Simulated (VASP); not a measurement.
Crystal: Mg3Sb2.

```
Mg Sb
1.0
     4.58200    0.00000    0.00000
    -2.29100    3.96813    0.00000
     0.00000    0.00000    7.24400
Mg Sb
3 2
Direct
  0.33333 0.66667 0.63000
  0.66667 0.33333 0.37000
  0.00000 0.00000 0.00000
  0.33333 0.66667 0.23500
  0.66667 0.33333 0.76500
```

- Program: VASP 6.6.1
- Task: relaxation of cell and atoms
- Functional: PBE
- Potentials or basis: VASP PAW PBE potentials, release 64 (Mg, Sb)
- Cutoff: 600 eV
- k mesh: 9 × 9 × 5
- Occupations: gaussian, width 0.03 eV
- Spin: no spin polarisation

At the start: pressure 1.0 GPa; volume 26.34 Å³/atom.

**Question.** Where does the relaxation end?

**Answer.** Over 10 steps the energy falls by 7.9 meV/atom and the volume is 26.61 Å³/atom (+1.0 %); space group P-3m1 (No. 164, to 0.05 Å).

Step by step:
| step | energy change (eV) | largest force (eV/Å) | pressure (GPa) | volume (Å³) |
| --- | --- | --- | --- | --- |
| 1 | 0.0000 | 0.4968 | 0.96 | 131.71 |
| 2 | -0.0267 | 0.2429 | -0.25 | 134.73 |
| 3 | -0.0276 | 0.1917 | -0.50 | 135.42 |
| 4 | -0.0349 | 0.1233 | -0.24 | 134.31 |
| 5 | -0.0381 | 0.0390 | 0.10 | 132.99 |
| 6 | -0.0393 | 0.0109 | 0.00 | 133.15 |
| 7 | -0.0395 | 0.0054 | -0.05 | 133.24 |
| 8 | -0.0395 | 0.0059 | -0.05 | 133.23 |
| 9 | -0.0395 | 0.0062 | -0.04 | 133.22 |
| 10 | -0.0395 | 0.0033 | 0.02 | 133.04 |

Final structure:
```
Mg Sb
1.0
     4.59563    0.00000    0.00000
    -2.29782    3.97994    0.00000
     0.00000    0.00000    7.27374
Mg Sb
3 2
Direct
  0.33333 0.66667 0.63209
  0.66667 0.33333 0.36791
  0.00000 0.00000 0.00000
  0.33333 0.66667 0.22545
  0.66667 0.33333 0.77455
```
